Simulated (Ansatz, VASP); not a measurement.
# Cu in VASP and in Ansatz

```
Cu
1.0
     2.45422    0.00000    0.00000
    -1.22711    2.12541    0.00000
     0.00000    0.00000   29.11543
Cu
2
Cartesian
  0.0000 0.0000 9.7417
  0.0000 0.0000 7.2583
```

Alike in both runs: functional PBE; k mesh 24 × 24 × 1; occupations gaussian, width 0.1 eV; no spin polarisation.

Ansatz relaxed the structure, and its values are those at the end. VASP's run is a single point on that final structure, the one shown.

|  | VASP | Ansatz |
| --- | --- | --- |
| version | VASP 6.6.1 | Ansatz 0.2.0 |
| potentials or method | VASP PAW PBE potentials, release 64 (Cu) | scalar-relativistic, plane waves, PAW |
| plane-wave cutoff (eV) | 520 | 420 |
| valence electrons in the cell | 22 | 38 |

|  | VASP | Ansatz | Ansatz less VASP |
| --- | --- | --- | --- |
| gap on the k mesh at the Fermi level (eV) | none | none | - |
| rms of the force components (eV/Å) | 0.006 | 0.001 | -0.0047 |

A gap of «none» marks a metal or a gap that the smearing closes. The two sets of potentials don't hold the same shells in valence.
